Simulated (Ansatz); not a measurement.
**SnTe: how the settings move a relaxation**

How sensitive is a relaxation of SnTe to its settings? A reference run comes first, then one run with altered input.

The COD entry's cell or inner coordinates are ideal or old and differ from later refinements, so a difference from it is no clean test against experiment.

Method: reference: DFT, PBEsol, PAW with Ansatz's default frozen-core files, scalar-relativistic; relaxation of cell and atoms, in Ansatz 0.2.0.

### 1 The system as given

The structure is cubic, space group Fm-3m (No. 225). Conventional cell: a = 6.302 Å, b = 6.302 Å, c = 6.302 Å, α = 90.00°, β = 90.00°, γ = 90.00°. Around Sn (site symmetry m-3m) lie 6 Te at 3.15 Å. Te (site symmetry m-3m) is surrounded by 6 Sn at 3.15 Å.

As a file:

```cif
data_structure
_symmetry_space_group_name_H-M 'Fm-3m'
_symmetry_Int_Tables_number 225
_cell_length_a 6.3017
_cell_length_b 6.3017
_cell_length_c 6.3017
_cell_angle_alpha 90.000
_cell_angle_beta 90.000
_cell_angle_gamma 90.000
_cell_volume 250.25
loop_
_atom_site_label
_atom_site_type_symbol
_atom_site_symmetry_multiplicity
_atom_site_Wyckoff_symbol
_atom_site_fract_x
_atom_site_fract_y
_atom_site_fract_z
_atom_site_occupancy
Sn1 Sn 4 a 0.00000 0.00000 0.00000 1
Te1 Te 4 b 0.50000 0.00000 0.00000 1
```

### 2 Baseline

Contents of input.yaml:

```yaml
crystal:
  lattice:
    - [0.0, 3.15085, 3.15085]
    - [3.15085, 0.0, 3.15085]
    - [3.15085, 3.15085, 0.0]
  atoms:
    - { symbol: Sn, position: [0.0, 0.0, 0.0] }
    - { symbol: Te, position: [0.5, 0.5, 0.5] }
kpoints:
  mp_grid: { grid: [12, 12, 12] }
scf:
  occupations: { method: fermi_dirac, width: 0.05 }
hamiltonian:
  xc: pbesol
  pseudopotentials: { kind: paw }
relax:
  f_tol: 0.002
  max_steps: 80
  cell: {}
output:
  forces: true
  stress: true
```

The run is started by

```sh
$ ansatz run input.yaml --threads 1 --pin off --max-ram 3072MiB --backend cpu --events-out ev --progress --plain --runs-dir out
```

The main lines of its log:

```text
[...]
Basis set: ecut = 420 eV, 1243 PW (Γ), exchange–correlation on 60×60×60 points (8 copies of the dense FFT grid, shifted against one another)
[...]
k-points: 72 of 1728
[...]
SCF iter   1: F=—  HF=-12851.852057 eV  |F-HF|=—  |Δ(HF+E_count)|=         —  Δρ=2.25e-3  dr2=2.41e-3  ethr=1.77e-3  ⟨swp⟩=6.3  Hψ=7182  notcnv=0
preconditioner: auto → none  [insulator: Δε(μ)=0.150 eV  Ē_g=8.638 eV  σ=0.050 eV  W_gap=0.63  n_scr=14 (ndim 8)  ℏωp=14.8 eV  f_vac=0.009  D(μ)=0.04/eV (n_scr^D=0)  ε∞_Penn≈4.0]
SCF iter   2: F=—  HF=-12851.849081 eV  |F-HF|=—  |Δ(HF+E_count)|=   2.98e-3  Δρ=8.15e-4  dr2=3.20e-4  ethr=8.03e-6  ⟨swp⟩=2.0  Hψ=2737  notcnv=0
[...]
relax step   1: F+E_penalty+E_count = -12851.84905809 eV  Δ(F+E_penalty+E_count) = +0.000e0 eV  max|allowed force component| = 1.555e-29 eV/Å  Δτ_max = 0.0000 Å  P = -0.291 GPa  Ω = 62.562 Å³  (6 SCF iters, dr2 threshold 1.00e-7 eV, accepted)
[...]
relax step   2: F+E_penalty+E_count = -12851.84946951 eV  Δ(F+E_penalty+E_count) = -4.114e-4 eV  max|allowed force component| = 1.387e-29 eV/Å  Δτ_max = 0.0000 Å  P = +0.106 GPa  Ω = 62.033 Å³  energy of the carried Pulay correction = +9.940e-5 eV  (6 SCF iter
[...]
relax step   3: F+E_penalty+E_count = -12851.84948865 eV  Δ(F+E_penalty+E_count) = -1.913e-5 eV  max|allowed force component| = 1.055e-29 eV/Å  Δτ_max = 0.0000 Å  P = -0.001 GPa  Ω = 62.173 Å³  energy of the carried Pulay correction = +7.305e-5 eV  (6 SCF iter
[...]
SCF iter   6: F=-12851.849420 eV  HF=-12851.849420 eV  |F-HF|=7.28e-12  |Δ(HF+E_count)|=  3.64e-12  Δρ=1.26e-9  dr2=1.36e-15  ethr=1.00e-12  ⟨swp⟩=1.0  Hψ=1368  notcnv=0
SCF iter   7: F=-12851.849420 eV  HF=-12851.849420 eV  |F-HF|=3.64e-12  |Δ(HF+E_count)|=  7.28e-12  Δρ=2.85e-10  dr2=1.46e-17  ethr=1.00e-12  ⟨swp⟩=3.2  Hψ=4025  notcnv=0
[...]
relax step   4: F+E_penalty+E_count = -12851.84941993 eV  Δ(F+E_penalty+E_count) = +6.871e-5 eV  max|allowed force component| = 1.012e-29 eV/Å  Δτ_max = 0.0000 Å  P = -0.001 GPa  Ω = 62.173 Å³  stress off target by 1.06e-3 GPa  SCF on the basis re-selected at 
[...]
SCF converged after 7 iterations
Free energy (F): -12851.849420 eV
[...]
E sigma→0 (E₀):  -12851.849247 eV
[...]
Fermi energy:    9.642276 eV
[...]
  P = ⅓ Tr σ = -0.0011 GPa (-0.011 kbar)
--- Relaxed structure (3 steps of the walk, 3 accepted, 1 SCFs on fresh bases) ---
[...]
```

Wall time 18 s (1 thread of Arm Neoverse V1, shared host); peak memory 0.38 GiB.

### 3 The same system, input altered

input.yaml, as its differences from that of step 2:

```diff
@@ -11,3 +11,5 @@
 scf:
-  occupations: { method: fermi_dirac, width: 0.05 }
+  occupations: { method: fixed }
+  mixing: { preconditioner: kerker }
+  lower_state_search: "off"
 hamiltonian:
```

The run is started by

```sh
$ ansatz run input.yaml --threads 1 --pin off --max-ram 3072MiB --backend cpu --events-out ev --progress --plain --runs-dir out
```

The program printed:

```text
Engine: ansatz 0.2.0
Pseudopotentials: kind: paw
Pseudopotential: Sn, paw, valence charge 14, recommended cutoff 420 eV (normal), Sn.paw.azcp
Pseudopotential: Te, paw, valence charge 16, recommended cutoff 420 eV (normal), Te.paw.azcp
Functional definition: PBEsol
  exchange = pbesol_x
  correlation = pbesol_c
Crystal: 2 atoms, lattice volume = 62.562 Å³
Basis set: ecut = 420 eV, 1243 PW (Γ), exchange–correlation on 60×60×60 points (8 copies of the dense FFT grid, shifted against one another)
Bands: 19, of which v1, the nominal top of the filled ones, is band 15 counted from 1 (14 counted from 0)
Symmetry: 48 space group operations
Space group: Fm-3m (ITA 225), of the structure as read, at distance tolerance 4.0e-5 Å
k-points: 72 of 1728
Non-local potential: Sn, projectors of the file, l = 0: 2, l = 1: 2, l = 2: 2, l = 3: 2
Non-local potential: Te, projectors of the file, l = 0: 2, l = 1: 2, l = 2: 2, l = 3: 2
PAW form: soft (Blöchl's): semilocal exchange-correlation on the pseudo side does not see the compensation charge
PAW frozen core: Sn, regenerated for the run's functional, and the local potential with it (the file was generated under x = pbe(κ = 0.804, μ = 0.2195149727645171), c = pbe(β = 0.06672455060314922))
PAW frozen core: Te, regenerated for the run's functional, and the local potential with it (the file was generated under x = pbe(κ = 0.804, μ = 0.2195149727645171), c = pbe(β = 0.06672455060314922))
PAW one-centre angular grid: Sn, 590 points (default); XC on 64 Gauss nodes
PAW one-centre angular grid: Te, 590 points (default); XC on 64 Gauss nodes
Initial density: superposition of atomic densities (neutral atoms: chi_scale 0, normalization atom), corrected by the library's trained network
Initial wavefunctions: pseudopotential atomic-orbital guess
Functional: x = pbesol(κ = 0.804, μ = 0.12345679012345678), c = pbesol(β = 0.046)
SCF iter   1: F=—  HF=-12851.851939 eV  |F-HF|=—  |Δ(HF+E_count)|=         —  Δρ=2.25e-3  dr2=2.43e-3  ethr=1.77e-3  ⟨swp⟩=5.0  Hψ=5790  notcnv=0  defer=124
SCF iter   2: F=—  HF=-12851.849143 eV  |F-HF|=—  |Δ(HF+E_count)|=   2.80e-3  Δρ=1.24e-3  dr2=8.78e-4  ethr=8.10e-6  ⟨swp⟩=2.1  Hψ=2795  notcnv=0  defer=136
SCF iter   3: F=—  HF=-12851.848959 eV  |F-HF|=—  |Δ(HF+E_count)|=   1.83e-4  Δρ=3.02e-4  dr2=5.31e-5  ethr=2.93e-6  ⟨swp⟩=2.0  Hψ=2600  notcnv=0  defer=136
SCF iter   4: F=—  HF=-12851.848989 eV  |F-HF|=—  |Δ(HF+E_count)|=   2.95e-5  Δρ=3.51e-4  dr2=7.12e-5  ethr=1.77e-7  ⟨swp⟩=2.0  Hψ=2597  notcnv=0  defer=136
SCF iter   5: F=—  HF=-12851.848942 eV  |F-HF|=—  |Δ(HF+E_count)|=   4.70e-5  Δρ=9.00e-5  dr2=6.14e-6  ethr=1.77e-7  ⟨swp⟩=2.0  Hψ=2448  notcnv=0  defer=136
SCF iter   6: F=—  HF=-12851.848939 eV  |F-HF|=—  |Δ(HF+E_count)|=   3.24e-6  Δρ=2.10e-5  dr2=2.70e-7  ethr=2.05e-8  ⟨swp⟩=2.0  Hψ=2448  notcnv=0  defer=134
SCF iter   7: F=-12851.848938 eV  HF=-12851.848938 eV  |F-HF|=3.56e-8  |Δ(HF+E_count)|=   9.96e-8  Δρ=7.24e-6  dr2=3.13e-8  ethr=3.33e-10  ⟨swp⟩=5.0  Hψ=4802  notcnv=0
SCF 1 converged in 7 iterations: F = -12851.848938 eV  dr2 = 3.13e-8
relax step   1: F+E_penalty+E_count = -12851.84893844 eV  Δ(F+E_penalty+E_count) = +0.000e0 eV  max|allowed force component| = 2.025e-29 eV/Å  Δτ_max = 0.0000 Å  P = -0.297 GPa  Ω = 62.562 Å³  (7 SCF iters, dr2 threshold 1.00e-7 eV, accepted)
Crystal: 2 atoms, lattice volume = 62.022 Å³
Initial density: handed on by an earlier stage of this run
Initial wavefunctions: those handed on with the density
iter 1 solved again at ethr=5.34e-7 eV; its pass at ethr=3.10e-3 eV (dr2=1.60e-4 eV) is discarded
SCF iter   1: F=—  HF=-12851.849383 eV  |F-HF|=—  |Δ(HF+E_count)|=         —  Δρ=2.40e-4  dr2=7.48e-5  ethr=5.34e-7  ⟨swp⟩=3.0  Hψ=7146  notcnv=0  defer=64
automatic band count: iteration 1 solves 18 bands in place of 19: the levels show a gap, and the empty bands left out lie too high to hold charge; the band table lists the bands solved (type scf.n_extra_bands for more)
SCF iter   2: F=—  HF=-12851.849369 eV  |F-HF|=—  |Δ(HF+E_count)|=   1.36e-5  Δρ=1.49e-4  dr2=2.91e-5  ethr=2.49e-7  ⟨swp⟩=1.1  Hψ=1300  notcnv=0  defer=64
SCF iter   3: F=—  HF=-12851.849362 eV  |F-HF|=—  |Δ(HF+E_count)|=   7.02e-6  Δρ=3.50e-5  dr2=1.40e-6  ethr=9.70e-8  ⟨swp⟩=2.0  Hψ=1558  notcnv=0  defer=64
SCF iter   4: F=—  HF=-12851.849362 eV  |F-HF|=—  |Δ(HF+E_count)|=   4.20e-8  Δρ=1.41e-5  dr2=2.67e-7  ethr=6.67e-10  ⟨swp⟩=5.2  Hψ=4927  notcnv=0
SCF iter   5: F=-12851.849362 eV  HF=-12851.849362 eV  |F-HF|=5.96e-9  |Δ(HF+E_count)|=   1.39e-8  Δρ=3.21e-6  dr2=6.57e-9  ethr=6.67e-10  ⟨swp⟩=4.5  Hψ=4262  notcnv=0
SCF 2 converged in 5 iterations: F = -12851.849362 eV  dr2 = 6.57e-9
relax step   2: F+E_penalty+E_count = -12851.84936193 eV  Δ(F+E_penalty+E_count) = -4.235e-4 eV  max|allowed force component| = 3.208e-29 eV/Å  Δτ_max = 0.0000 Å  P = +0.109 GPa  Ω = 62.022 Å³  energy of the carried Pulay correction = +1.014e-4 eV  (5 SCF iters, dr2 threshold 2.00e-7 eV, accepted)
Crystal: 2 atoms, lattice volume = 62.167 Å³
iter 1 solved again at ethr=3.62e-8 eV; its pass at ethr=3.10e-3 eV (dr2=1.09e-5 eV) is discarded
SCF iter   1: F=—  HF=-12851.849386 eV  |F-HF|=—  |Δ(HF+E_count)|=         —  Δρ=6.37e-5  dr2=5.34e-6  ethr=3.62e-8  ⟨swp⟩=3.0  Hψ=6944  notcnv=0  defer=61
automatic band count: iteration 1 solves 18 bands in place of 19: the levels show a gap, and the empty bands left out lie too high to hold charge; the band table lists the bands solved (type scf.n_extra_bands for more)
SCF iter   2: F=—  HF=-12851.849384 eV  |F-HF|=—  |Δ(HF+E_count)|=   2.15e-6  Δρ=3.94e-5  dr2=2.06e-6  ethr=1.78e-8  ⟨swp⟩=1.1  Hψ=1304  notcnv=0  defer=62
SCF iter   3: F=—  HF=-12851.849383 eV  |F-HF|=—  |Δ(HF+E_count)|=   5.24e-7  Δρ=9.03e-6  dr2=9.25e-8  ethr=6.86e-9  ⟨swp⟩=2.0  Hψ=1556  notcnv=0  defer=61
SCF iter   4: F=-12851.849383 eV  HF=-12851.849383 eV  |F-HF|=3.03e-9  |Δ(HF+E_count)|=   5.64e-9  Δρ=3.71e-6  dr2=1.84e-8  ethr=9.93e-11  ⟨swp⟩=5.0  Hψ=4749  notcnv=0
SCF 3 converged in 4 iterations: F = -12851.849383 eV  dr2 = 1.84e-8
relax step   3: F+E_penalty+E_count = -12851.84938322 eV  Δ(F+E_penalty+E_count) = -2.130e-5 eV  max|allowed force component| = 1.039e-29 eV/Å  Δτ_max = 0.0000 Å  P = -0.001 GPa  Ω = 62.167 Å³  energy of the carried Pulay correction = +7.423e-5 eV  (4 SCF iters, dr2 threshold 2.98e-8 eV, accepted)
Initial wavefunctions: pseudopotential atomic-orbital guess (no wavefunctions were taken with the density)
iter 1 solved again at ethr=1.33e-7 eV; its pass at ethr=3.10e-3 eV (dr2=3.99e-5 eV) is discarded
SCF iter   1: F=—  HF=-12851.849316 eV  |F-HF|=—  |Δ(HF+E_count)|=         —  Δρ=6.79e-6  dr2=2.18e-8  ethr=1.33e-7  ⟨swp⟩=3.0  Hψ=9590  notcnv=0  defer=132
SCF iter   2: F=—  HF=-12851.849314 eV  |F-HF|=—  |Δ(HF+E_count)|=   1.60e-6  Δρ=4.02e-6  dr2=1.10e-8  ethr=7.28e-11  ⟨swp⟩=2.8  Hψ=2590  notcnv=0  defer=112
SCF iter   3: F=—  HF=-12851.849314 eV  |F-HF|=—  |Δ(HF+E_count)|=   1.39e-9  Δρ=1.02e-6  dr2=1.17e-9  ethr=3.66e-11  ⟨swp⟩=2.0  Hψ=1702  notcnv=0  defer=112
SCF iter   4: F=—  HF=-12851.849314 eV  |F-HF|=—  |Δ(HF+E_count)|=  2.76e-10  Δρ=3.83e-7  dr2=1.31e-10  ethr=3.91e-12  ⟨swp⟩=2.5  Hψ=2270  notcnv=0  defer=112
SCF iter   5: F=-12851.849314 eV  HF=-12851.849314 eV  |F-HF|=3.64e-12  |Δ(HF+E_count)|=  2.91e-11  Δρ=1.23e-7  dr2=9.61e-12  ethr=1.00e-12  ⟨swp⟩=4.9  Hψ=6747  notcnv=0
SCF 4 converged in 5 iterations: F = -12851.849314 eV  dr2 = 9.61e-12
relax step   4: F+E_penalty+E_count = -12851.84931448 eV  Δ(F+E_penalty+E_count) = +6.875e-5 eV  max|allowed force component| = 1.308e-29 eV/Å  Δτ_max = 0.0000 Å  P = -0.001 GPa  Ω = 62.167 Å³  stress off target by 1.12e-3 GPa  SCF on the basis re-selected at this cell (its energy is not comparable with the rows above)  (5 SCF iters)
basis re-selected at this cell: Δ(F+E_penalty+E_count) = +6.875e-5 eV, ΔP = +0.000 GPa vs the last step (what re-selecting the basis moved, of the pressure what is left beyond the Pulay correction that the steps carried, after the strain that the cell walked since its last selection, with what the two solves' SCF thresholds leave and, on support functions, any second-order correction that the steps lacked; it is no measure of the basis error at this ecutwfc). This SCF's stress stands 1.12e-3 GPa from its target on what of the cell is left free (relax.cell.stress_tol is 5.00e-2 GPa) and its largest allowed force component is 1.31e-29 eV/Å (relax.f_tol is 2.00e-3 eV/Å): within both
SCF converged after 5 iterations
Free energy (F): -12851.849314 eV
Harris-Foulkes:  -12851.849314 eV  (|F-HF|=3.64e-12)
Internal energy: -12851.849314 eV  (E = F + TS)
E sigma→0 (E₀):  -12851.849314 eV
Fermi energy:    9.574512 eV
--- Per-component energies (eV) ---
  E_band       = -354.157866
  E_kinetic    = 366.937494
  E_local      = -2146.891936  (includes V_loc(G=0)·N_el)
  E_nonlocal   = -338.803934
  E_hartree    = 1348.304795
  E_xc         = -503.623439
  E_vxc        = -202.049253  (∫ρ·V_xc dr)
  E_paw        = -8646.745428  (= ΣΔE_a)
  E_vpaw       = -729.959642  (= ΣTr[D̂ρ^β])
  E_aug_tail   = -0.000158  (compensation charges beyond the density's cutoff)
  E_ewald      = -2931.686365
  E_core_change = 0.659655  (= ΣΔE_core)
  E_smearing   = -0.000000  (= −TS)
  E_closure    = 0.000000  (closes the sum)
  Σ components = -12851.849314   (vs F -12851.849314, Δ=0.00e0)
--- Forces (eV/Å), atoms counted from 1 ---
  atom   1  Sn    -0.00000000     0.00000000     0.00000000
  atom   2  Te     0.00000000    -0.00000000     0.00000000
  max |Σ_I F_I| component: 2.85e-29 eV/Å
--- Stress (GPa, compression-positive) ---
       -0.001124       0.000000      -0.000000
       -0.000000      -0.001124       0.000000
       -0.000000      -0.000000      -0.001124
  P = ⅓ Tr σ = -0.0011 GPa (-0.011 kbar)
--- Relaxed structure (3 steps of the walk, 3 accepted, 1 SCFs on fresh bases) ---
  F+E_penalty+E_count = -12851.84931448 eV   max|allowed force component| = 1.308e-29 eV/Å   (the final SCF, on the basis selected at the relaxed cell)
  cell:  # Å, volume = 62.1665 Å³
    - [-4.0762976263164716e-34, 3.1441909785254105, 3.1441909785254105]
    - [3.1441909785254105, -4.58583482960603e-34, 3.1441909785254105]
    - [3.1441909785254105, 3.1441909785254105, -7.643058049343384e-34]
  atoms:
    - { symbol: Sn, position: [1.0744477619014365e-36, -1.0744477618875385e-36, -1.0744477619338652e-36] }
    - { symbol: Te, position: [0.5, 0.5, 0.5] }
```

It took 16 s on 1 thread of Arm Neoverse V1, shared host; peak memory 0.38 GiB.

### 4 A look at that input

This run ends as converged. Convergence says nothing about whether the input makes sense.

Fixed occupations are right only where a gap separates filled from empty bands at every k-point. This system has one (0.16 eV on the mesh), so they are sound here.

The occupations need no remedy; a run with other occupations serves as a check.

Changing the smearing, mixing and search for lower states hardly moves the energy: 0.0 meV/atom. Cost: 21 SCF cycles against 25.

### 5 Comparison

```
                                                                       run     ending       energy change  pressure (GPa)  gap (eV)  force (eV/Å)  cycles  time
                                                                 reference  converged                   0             0.0      0.16          0.00      25  18 s
1: occupations.method fixed, preconditioner kerker, lower_state_search off  converged  0.0 meV/atom (σ→0)             0.0      0.16          0.00      21  16 s
```

What this shows: Changing the smearing, mixing and search for lower states leaves the energy as it was (0.0 meV/atom). Cost: 21 SCF cycles against 25. The gap of the reference lacks spin-orbit coupling, though the cell holds Te.
